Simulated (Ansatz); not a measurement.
# From the elastic tensor of BAs at 7 GPa (stress–strain coefficients) to moduli and sound speeds

Level of theory: DFT PBE, scalar-relativistic, plane waves, PAW (Ansatz). Plane waves to 420 eV; Γ-centred k mesh 10×10×10; fixed occupations. No spin polarisation.

The structure is cubic, space group F-43m (No. 216). Conventional cell: a = 4.733 Å, b = 4.733 Å, c = 4.733 Å, α = 90.00°, β = 90.00°, γ = 90.00°. B (site symmetry -43m) has 4 As at 2.05 Å as nearest neighbours. Around As (site symmetry -43m) lie 4 B at 2.05 Å.

Relaxed-ion constants (GPa, on the Cartesian axes of the calculation):
```
300.9  88.7  88.7   0.0   0.0   0.0
 88.7 300.9  88.7   0.0   0.0   0.0
 88.7  88.7 300.9   0.0   0.0   0.0
  0.0   0.0   0.0 158.9   0.0   0.0
  0.0   0.0   0.0   0.0 158.9   0.0
  0.0   0.0   0.0   0.0   0.0 158.9
```

Density 5.372 g/cm³; 2 atoms in 26.50 Å³.

The values that follow are for a polycrystal of randomly turned grains, by Hill's mean where one number stands.

```json
{"Bulk modulus, Voigt / Reuss / Hill": "159.5 / 159.5 / 159.5 GPa", "Shear modulus, Voigt / Reuss / Hill": "137.8 / 132.5 / 135.1 GPa", "Young's modulus": "316 GPa", "Poisson ratio": "0.170", "Pugh ratio B/G": "1.18", "Universal anisotropy index": "0.20", "Longitudinal and transverse sound speeds": "7951 and 5015 m/s", "Debye temperature from the mean sound speed": "694 K"}
```

Cost: 1 run of about 1.2 core-minutes, on Intel Xeon Platinum 8259CL (Skylake/Cascade Lake) (shared hosts).

At 7 GPa, BAs resists shear almost as strongly as it resists compression, as the Pugh ratio of 1.18 and the Poisson ratio of 0.170 show. The reason is its bonding: boron and arsenic differ little in electronegativity and form directional sp³ bonds, so bending the tetrahedral angles costs much energy. Accordingly, C44 lies far above C12, opposite to the pressure-induced offset expected for purely central forces.

The crystal is moderately anisotropic. It yields more easily to the tetragonal shear governed by C11 − C12 than to shear along the cube axes, and Young's modulus is largest along the ⟨111⟩ bond directions. All the Born conditions are met, so the lattice is stable against small homogeneous strains at this pressure, though not necessarily against phonons of finite wavevector. The high sound speeds reflect stiff bonds that outweigh the heavy arsenic, but they don't by themselves establish the high thermal conductivity known for BAs, which also depends on phonon scattering.
